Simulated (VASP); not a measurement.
# VASP 6.6.1 run: BaTe

INCAR

```
NELM = 61
NELECT = 16.1
IBRION = -1
LASPH = .TRUE.
GGA = PE
LWAVE = .FALSE.
ISIF = 2
ISMEAR = -1
ENCUT = 520
EDIFF = 1E-7
LCHARG = .FALSE.
LREAL = .FALSE.
PREC = Accurate
SIGMA = 0.02
NSW = 0
NBANDS = 15
```

KPOINTS

```
KPOINTS created by Atomic Simulation Environment
0
Gamma
6 6 6
0 0 0
```

POSCAR

```
Ba Te
 1.0000000000000000
     0.0000000000000000    3.7128918017000001    3.7128918017000001
     3.7128918017000001    0.0000000000000000    3.7128918017000001
     3.7128918017000001    3.7128918017000001    0.0000000000000000
 Ba  Te
   1   1
Cartesian
  0.0000000000000000  0.0000000000000000  0.0000000000000000
  3.7128918017000001  3.7128918017000001  3.7128918017000001
```

The recommended PBE PAW datasets give the neutral cell 16 valence electrons.

Command

```
mpirun -np 1 vasp_std
```

Q: Predict the outcome of this run.

A: It converged. Results: pressure -2.3 GPa.

OSZICAR

```
N       E                     dE             d eps       ncg     rms          rms(c)
DAV:   1     0.881506241485E+02    0.88151E+02   -0.60653E+03   480   0.873E+02
DAV:   2    -0.223134586392E+01   -0.90382E+02   -0.83158E+02   659   0.155E+02
DAV:   3    -0.815881747189E+01   -0.59275E+01   -0.58837E+01   627   0.425E+01
DAV:   4    -0.833847945573E+01   -0.17966E+00   -0.17962E+00   653   0.756E+00
DAV:   5    -0.834072694578E+01   -0.22475E-02   -0.22474E-02   658   0.732E-01    0.314E+00
DAV:   6    -0.815685820625E+01    0.18387E+00   -0.21358E-01   536   0.205E+00    0.201E+00
DAV:   7    -0.815696356345E+01   -0.10536E-03   -0.11839E-01   621   0.178E+00    0.890E-01
DAV:   8    -0.816688802343E+01   -0.99245E-02   -0.18111E-02   501   0.923E-01    0.180E-01
DAV:   9    -0.816711982051E+01   -0.23180E-03   -0.82410E-04   641   0.160E-01    0.763E-02
DAV:  10    -0.816746917939E+01   -0.34936E-03   -0.47726E-04   501   0.142E-01    0.188E-02
DAV:  11    -0.816748670619E+01   -0.17527E-04   -0.46931E-05   636   0.375E-02    0.229E-02
DAV:  12    -0.816748482976E+01    0.18764E-05   -0.92361E-06   550   0.165E-02    0.285E-03
DAV:  13    -0.816748523355E+01   -0.40379E-06   -0.99377E-07   613   0.506E-03    0.247E-03
DAV:  14    -0.816748528263E+01   -0.49077E-07   -0.56765E-08   375   0.125E-03
   1 F= -.81674853E+01 E0= -.81668924E+01  d E =-.118582E-02
```

Standard output (part)

```
POSCAR found type information on POSCAR BaTe
 POSCAR found :  2 types and       2 ions
 LDA part: xc-table for (Slater+PW92), standard interpolation
 POSCAR, INCAR and KPOINTS ok, starting setup
 WAVECAR not read
 entering main loop
 the old and the new charge density differ
    0.314E+00
```

The cell is charged and sits in a uniform background.

For comparison, a separate PBE run of the intended cell, on usual settings and not on those above, gives a gap of 1.82 eV on its mesh and a pressure of -2.9 GPa.
